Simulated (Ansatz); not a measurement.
A crystal relaxed with r2SCAN in the plane-wave code Ansatz has space group P3m1 (No. 156) and a = 2.930 Å, c = 7.175 Å.

```
atom  site       x       y       z
   C    1a  0.0000  0.0000  0.9803
   C    1c  0.6667  0.3333  0.6910
   C    1b  0.3333  0.6667  0.3353
   C    1c  0.6667  0.3333  0.9057
  Xx    1b  0.3333  0.6667  0.5953
  Xx    1a  0.0000  0.0000  0.2424
```

With r2SCAN the valence top lies at Γ and the conduction bottom at M, 1.63 eV higher; the smallest vertical gap, at Γ, is 3.19 eV. HSE06 gives an indirect gap of 2.20 eV, from Γ to M; the least direct gap is 4.18 eV at Γ. PBE gives an indirect gap of 1.33 eV, from Γ to M; the least direct gap is 3.04 eV at Γ. Meshes: r2SCAN 12×12×4, HSE06 6×6×2, PBE 12×12×4. r2SCAN's ε∞ is 6.8 along x and y, 6.5 along z.

Q: Which element is Xx?
A. Ge
B. Pb
C. Si
D. Sn

A: C. Xx is Si: an ordered 6-atom cell of SiC₂ on the diamond lattice (P3m1). Around C lie 3 C at 1.77 Å and 1 Si at 1.88 Å; around C lie 1 C at 1.54 Å and 3 Si at 1.83 Å; around C lie 4 Si at 1.82–1.87 Å; around C lie 4 C at 1.54–1.77 Å; around Si lie 4 C at 1.83–1.87 Å; around Si lie 4 C at 1.82–1.88 Å.

Note: simulated data, non-magnetic, for a generated structure that need not be the stable one.

The meshes of the hybrids are coarse, so their gaps aren't converged to the digits shown.
